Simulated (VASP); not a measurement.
Write the native input for VASP 6.6.1 that does the following.

```
Task                   : band structure
Functional             : TB-mBJ
Potentials or basis    : VASP PAW PBE potentials, release 64 (Ga_d, P)
Cutoff                 : 520 eV
k mesh                 : 6 × 6 × 6
Occupations            : gaussian, width 0.03 eV
Spin                   : spin-orbit coupling, no magnetisation
Further INCAR settings : ALGO = Normal; EDIFF = 1e-07; NBANDS = 32
```

GaP:

```
Ga P
1.0
     0.00000    2.71843    2.71843
     2.71843    0.00000    2.71843
     2.71843    2.71843    0.00000
Ga P
1 1
Direct
  0.00000 0.00000 0.00000
  0.25000 0.25000 0.25000
```

One way to write it, as run:

POSCAR

```
GaP                                     
1.0
    0.0000000000      2.7184346441      2.7184346441
    2.7184346441      0.0000000000      2.7184346441
    2.7184346441      2.7184346441      0.0000000000
  Ga              P             
     1     1
Direct
     0.0000000000000000    0.0000000000000000    0.0000000000000000
     0.2500000000000000    0.2500000000000000    0.2500000000000000
```

INCAR.step1

```
SYSTEM = GaP
  PREC = Accurate
  ENCUT = 520
  EDIFF = 1E-5
  ISMEAR = 0
  SIGMA = 0.03
  LREAL = .False.
  LASPH = .True.
  NELM = 80
  ALGO = Normal
  ISIF = 2
  LWAVE = .True.
  LCHARG = .False.
  MAGMOM = 0 0 0 0 0 0
  LORBIT = 11
  LSORBIT = .True.
  GGA_COMPAT = .False.
  NBANDS = 32
  GGA = PE
```

INCAR.step2

```
SYSTEM = GaP
  PREC = Accurate
  ENCUT = 520
  EDIFF = 1E-7
  ISMEAR = 0
  SIGMA = 0.03
  LREAL = .False.
  LASPH = .True.
  NELM = 80
  ALGO = Normal
  ISIF = 2
  LWAVE = .False.
  LCHARG = .False.
  MAGMOM = 0 0 0 0 0 0
  LORBIT = 11
  LSORBIT = .True.
  GGA_COMPAT = .False.
  METAGGA = MBJ
  NBANDS = 32
  ISTART = 1
```

KPOINTS

```
Automatic mesh
0
Gamma
  6 6 6
  0 0 0
```

KPOINTS_OPT

```
explicit points
109
Reciprocal
 0.0000000000  0.0000000000  0.0000000000 1
 0.0555555556  0.0000000000  0.0555555556 1
 0.1111111111  0.0000000000  0.1111111111 1
 0.1666666667  0.0000000000  0.1666666667 1
 0.2222222222  0.0000000000  0.2222222222 1
 0.2777777778  0.0000000000  0.2777777778 1
 0.3333333333  0.0000000000  0.3333333333 1
 0.3888888889  0.0000000000  0.3888888889 1
 0.4444444444  0.0000000000  0.4444444444 1
 0.5000000000  0.0000000000  0.5000000000 1
 0.5000000000  0.0000000000  0.5000000000 1
 0.5000000000  0.0277777778  0.5277777778 1
 0.5000000000  0.0555555556  0.5555555556 1
 0.5000000000  0.0833333333  0.5833333333 1
 0.5000000000  0.1111111111  0.6111111111 1
 0.5000000000  0.1388888889  0.6388888889 1
 0.5000000000  0.1666666667  0.6666666667 1
 0.5000000000  0.1944444444  0.6944444444 1
 0.5000000000  0.2222222222  0.7222222222 1
 0.5000000000  0.2500000000  0.7500000000 1
 0.5000000000  0.2500000000  0.7500000000 1
 0.4861111111  0.2638888889  0.7500000000 1
 0.4722222222  0.2777777778  0.7500000000 1
 0.4583333333  0.2916666667  0.7500000000 1
 0.4444444444  0.3055555556  0.7500000000 1
 0.4305555556  0.3194444444  0.7500000000 1
 0.4166666667  0.3333333333  0.7500000000 1
 0.4027777778  0.3472222222  0.7500000000 1
 0.3888888889  0.3611111111  0.7500000000 1
 0.3750000000  0.3750000000  0.7500000000 1
 0.3750000000  0.3750000000  0.7500000000 1
 0.3333333333  0.3333333333  0.6666666667 1
 0.2916666667  0.2916666667  0.5833333333 1
 0.2500000000  0.2500000000  0.5000000000 1
 0.2083333333  0.2083333333  0.4166666667 1
 0.1666666667  0.1666666667  0.3333333333 1
 0.1250000000  0.1250000000  0.2500000000 1
 0.0833333333  0.0833333333  0.1666666667 1
 0.0416666667  0.0416666667  0.0833333333 1
 0.0000000000  0.0000000000  0.0000000000 1
 0.0000000000  0.0000000000  0.0000000000 1
 0.0555555556  0.0555555556  0.0555555556 1
 0.1111111111  0.1111111111  0.1111111111 1
 0.1666666667  0.1666666667  0.1666666667 1
 0.2222222222  0.2222222222  0.2222222222 1
 0.2777777778  0.2777777778  0.2777777778 1
 0.3333333333  0.3333333333  0.3333333333 1
 0.3888888889  0.3888888889  0.3888888889 1
 0.4444444444  0.4444444444  0.4444444444 1
 0.5000000000  0.5000000000  0.5000000000 1
 0.5000000000  0.5000000000  0.5000000000 1
 0.5138888889  0.4722222222  0.5138888889 1
 0.5277777778  0.4444444444  0.5277777778 1
 0.5416666667  0.4166666667  0.5416666667 1
 0.5555555556  0.3888888889  0.5555555556 1
 0.5694444444  0.3611111111  0.5694444444 1
 0.5833333333  0.3333333333  0.5833333333 1
 0.5972222222  0.3055555556  0.5972222222 1
 0.6111111111  0.2777777778  0.6111111111 1
 0.6250000000  0.2500000000  0.6250000000 1
 0.6250000000  0.2500000000  0.6250000000 1
 0.6111111111  0.2500000000  0.6388888889 1
 0.5972222222  0.2500000000  0.6527777778 1
 0.5833333333  0.2500000000  0.6666666667 1
 0.5694444444  0.2500000000  0.6805555556 1
 0.5555555556  0.2500000000  0.6944444444 1
 0.5416666667  0.2500000000  0.7083333333 1
 0.5277777778  0.2500000000  0.7222222222 1
 0.5138888889  0.2500000000  0.7361111111 1
 0.5000000000  0.2500000000  0.7500000000 1
 0.5000000000  0.2500000000  0.7500000000 1
 0.5000000000  0.2777777778  0.7222222222 1
 0.5000000000  0.3055555556  0.6944444444 1
 0.5000000000  0.3333333333  0.6666666667 1
 0.5000000000  0.3611111111  0.6388888889 1
 0.5000000000  0.3888888889  0.6111111111 1
 0.5000000000  0.4166666667  0.5833333333 1
 0.5000000000  0.4444444444  0.5555555556 1
 0.5000000000  0.4722222222  0.5277777778 1
 0.5000000000  0.5000000000  0.5000000000 1
 0.5000000000  0.5000000000  0.5000000000 1
 0.4861111111  0.4861111111  0.5277777778 1
 0.4722222222  0.4722222222  0.5555555556 1
 0.4583333333  0.4583333333  0.5833333333 1
 0.4444444444  0.4444444444  0.6111111111 1
 0.4305555556  0.4305555556  0.6388888889 1
 0.4166666667  0.4166666667  0.6666666667 1
 0.4027777778  0.4027777778  0.6944444444 1
 0.3888888889  0.3888888889  0.7222222222 1
 0.3750000000  0.3750000000  0.7500000000 1
 0.6250000000  0.2500000000  0.6250000000 1
 0.6111111111  0.2222222222  0.6111111111 1
 0.5972222222  0.1944444444  0.5972222222 1
 0.5833333333  0.1666666667  0.5833333333 1
 0.5694444444  0.1388888889  0.5694444444 1
 0.5555555556  0.1111111111  0.5555555556 1
 0.5416666667  0.0833333333  0.5416666667 1
 0.5277777778  0.0555555556  0.5277777778 1
 0.5138888889  0.0277777778  0.5138888889 1
 0.5000000000  0.0000000000  0.5000000000 1
 0.0000000000  0.0000000000  0.0000000000 1
 0.3750000000  0.3750000000  0.7500000000 1
 0.5000000000  0.5000000000  0.5000000000 1
 0.6250000000  0.2500000000  0.6250000000 1
 0.5000000000  0.2500000000  0.7500000000 1
 0.5000000000  0.0000000000  0.5000000000 1
 0.4000000000  0.0000000000  0.4000000000 1
 0.4250000000  0.0000000000  0.4250000000 1
 0.4500000000  0.0000000000  0.4500000000 1
```

Potentials or basis: VASP PAW PBE potentials, release 64 (Ga_d, P).

Command:

```sh
$ cat potpaw_PBE.64/Ga_d/POTCAR potpaw_PBE.64/P/POTCAR > POTCAR
$ cp INCAR.step1 INCAR
$ mpirun -np 1 vasp_ncl > vasp.out
$ cp INCAR.step2 INCAR
$ mpirun -np 1 vasp_ncl > vasp.out
```

It gave:

```
Valence electrons inside the program's atomic spheres : Ga 11.48; P 2.58
```

Run time: 4.8 min on 1 thread of Intel(R) Xeon(R) Platinum 8559C (Emerald Rapids) (shared host), peak memory 0.34 GiB.
